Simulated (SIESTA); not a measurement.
Crystal: WS2.

```
W S
1.0
     1.57900    0.91164    6.16333
    -1.57900    0.91164    6.16333
     0.00000   -1.82327    6.16333
W S
1 2
Direct
  0.00000 0.00000 0.00000
  0.58100 0.58100 0.58100
  0.75030 0.75030 0.75030
```

Measurements of this composition are mostly on another form, of space group No. 194.

Base run:

```yaml
Program: SIESTA 5.4.2
Functional: LDA
Potentials_or_basis: PseudoDojo 0.4 standard (LDA files)
Basis: DZP (energy shift 0.003 Ry; two zetas on semicore shells)
Grid_cutoff: 800 Ry
Energy_shift: 0.003 Ry
k_mesh: 10 × 10 × 10
Occupations: fermi-dirac, width 0.05 eV
Spin: no spin polarisation
```

Its results: band gap on the k mesh 1.06 eV, indirect (least direct gap 2.28 eV); pressure -0.9 GPa; largest force 0.614 eV/Å.

The run is repeated on the same cell with these changes: functional from LDA to PBEsol; potentials or basis from PseudoDojo 0.4 standard (LDA files) to PseudoDojo 0.4 standard (PBEsol files). What comes out?

Band gap on the k mesh 1.09 eV, indirect (least direct gap 2.29 eV); pressure 2.5 GPa; largest force 0.712 eV/Å.

Caveats: short orbitals over semicore shells can move pressures by several GPa; spin-orbit coupling is left out, which moves the levels of the heavy elements; the basis of atomic orbitals isn't converged, which shifts pressures, moduli and gaps.

A k mesh can miss the band edges.
